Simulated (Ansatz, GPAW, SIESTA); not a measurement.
## TiAl: 3 runs at one level of theory

```
CELL_PARAMETERS angstrom
2.83730 0.00000 0.00000
0.00000 2.83730 0.00000
0.00000 0.00000 4.05910
ATOMIC_POSITIONS crystal
Ti 0.00000 0.00000 0.00000
Al 0.50000 0.50000 0.50000
```

Alike in all runs: task band structure; functional PBE; k mesh 9 × 9 × 7; occupations fermi-dirac, width 0.05 eV; no spin polarisation; no spin-orbit coupling. Pressure is positive in compression and, in plane waves, holds the error of the finite cutoff.

```
                                                                                   program and potentials  plane-wave cutoff (eV)         notes  pressure (GPa)
SIESTA, files PseudoDojo sr-pbe-0.4.1-standard, DZP (energy shift 0.003 Ry; two zetas on semicore shells)                       -  atomic basis           -0.30
                                                           Ansatz, all-electron LAPW, scalar-relativistic                       -             -           -0.69
                                                               GPAW, GPAW PAW data sets (gpaw-data 1.2.1)                     600             -           -0.80
```

The pressure spans -0.80 (GPAW, GPAW PAW data sets (gpaw-data 1.2.1)) to -0.30 GPa (SIESTA, files PseudoDojo sr-pbe-0.4.1-standard, DZP (energy shift 0.003 Ry; two zetas on semicore shells)), with all-electron results at -0.69. Rows in atomic bases carry the error of their basis and grid, which can be large.

The functional is the same throughout but for its coding, so the spread measures potentials, basis and numerics; runs on potential files found faulty are left out.

All three runs give a negative pressure, so the fixed cell is slightly stretched relative to the PBE equilibrium volume and would contract if released. The residual is small for a stiff intermetallic. Hybridisation between Ti d and Al s,p states, added to the metallic cohesion, gives TiAl a bulk modulus far above these pressures, so even the largest magnitude, at -0.80 GPa, corresponds to only a slight change in volume. For the same reason, a minor difference in how the energy varies with volume shows up readily as a pressure offset while barely moving the equilibrium lattice constants.

GPAW lies close to the all-electron value of -0.69 GPa, whereas SIESTA, at -0.30 GPa, places the cell nearer to equilibrium; this probably reflects its basis or its potentials, which the comparison can't separate, and is no sign of a better description. Because the structure consists of alternating Ti and Al layers, a small mean pressure could still hide opposing stresses along and across the stacking axis, so the axial ratio isn't tested here.
